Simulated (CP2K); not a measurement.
PbSe (Clausthalite):

```
Pb Se
1.0
     4.32841    0.00000    0.00000
     2.16421    3.74852    0.00000
     2.16421    1.24951    3.53413
Pb Se
1 1
Direct
  0.00000 0.00000 0.00000
  0.50000 0.50000 0.50000
```

Base run:

| Property | Result |
| --- | --- |
| Program | CP2K 2026.2 |
| Functional | PBE |
| Potentials or basis | POTENTIAL_UZH Pb GTH-PBE-q4, Se GTH-PBE-q6; TZVP-MOLOPT-PBE-GTH basis |
| Density cutoff | 6123 eV |
| k mesh | 8 × 8 × 8 |
| Occupations | fermi-dirac, width 0.05 eV |
| Spin | no spin polarisation |

Its results: band gap on the k mesh 0.14 eV, direct.

The run is repeated on the same cell with these changes: functional from PBE to TB-mBJ; density cutoff from 6123 eV to 9184 eV; cutoff of the grids from 450 Ry to 675 Ry. What comes out?

Band gap on the k mesh 0.40 eV, direct.

Caveats: spin-orbit coupling is left out, which as a rule narrows the gap of such compounds by several tenths of an eV; the basis of atomic orbitals isn't converged, which shifts pressures, moduli and gaps; this is a model potential without an energy functional, so only levels have meaning (some runs).

Not every run made on this cell is shown here.
